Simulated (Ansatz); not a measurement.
## A vibration from a frozen displacement in AgCl

Level of theory: DFT r2SCAN, scalar-relativistic, plane waves, PAW in Ansatz. The runs took a 500 eV cutoff, a Γ-centred 8×8×8 mesh and Gaussian smearing (0.05 eV). No spin polarisation. Energies are free energies at this smearing, counted from the undisturbed cell; pressure is positive in compression.

Reference structure (as given, not relaxed at this level; it stands at 0.0 GPa):

```
Ag Cl
1.0
     0.00000    2.77315    2.77315
     2.77315    0.00000    2.77315
     2.77315    2.77315    0.00000
Ag Cl
1 1
Direct
  0.50000 0.50000 0.50000
  0.00000 0.00000 0.00000
```

Every Ag atom is moved by x along the Cartesian unit vector (0.000, 0.000, -1.000); the cell and all other atoms stay fixed. The cell's volume is 42.65 Å³; the moved atoms weigh 107.868 u together and the others 35.450 u. Some rows repeat others by symmetry and weren't run.

```
  x (Å)  ΔE (meV/cell) total force on the moved atoms along the move (eV/Å) pressure (GPa)
-0.1000           6.72                                                0.1389          0.1343
-0.0875           5.10                                                0.1197          0.0945
-0.0750           3.72                                                0.1012          0.0603
-0.0625           2.57                                                0.0834          0.0314
-0.0500           1.64                                                0.0661          0.0079
-0.0375           0.92                                                0.0492         -0.0103
-0.0250           0.41                                                0.0326         -0.0233
-0.0125           0.10                                                0.0163         -0.0311
 0.0000           0.00                                                0.0000         -0.0337
 0.0125           0.10                                               -0.0163         -0.0311
 0.0250           0.41                                               -0.0326         -0.0233
 0.0375           0.92                                               -0.0492         -0.0103
 0.0500           1.64                                               -0.0661          0.0079
 0.0625           2.57                                               -0.0834          0.0314
 0.0750           3.72                                               -0.1012          0.0603
 0.0875           5.10                                               -0.1197          0.0945
 0.1000           6.72                                               -0.1389          0.1343
```

Q: What frequency belongs to this motion?

A: The force constant is k = −dF/dx = 1.304 eV/Å², from the parabola through x = -0.0125, 0 and 0.0125. In every cell the moved atoms swing against the rest, so the mass is μ = m₁m₂/(m₁ + m₂) = 26.681 u, and ν̃ = 521.5 cm⁻¹ × √(|k|/μ) = 115 cm⁻¹. To first order in x, and within 1 %, the force on every atom lies along the move and, within each of the two groups, in proportion to the atom's mass, so this is itself a mode at the zone centre of this cell, taken without macroscopic field (the transverse frequency in a polar insulator).

Q: How far does the harmonic law reach?

A: At x = -0.100 Å, kx²/2 = 6.52 meV against the computed 6.72 meV (+3.0 %): the well is still close to harmonic there.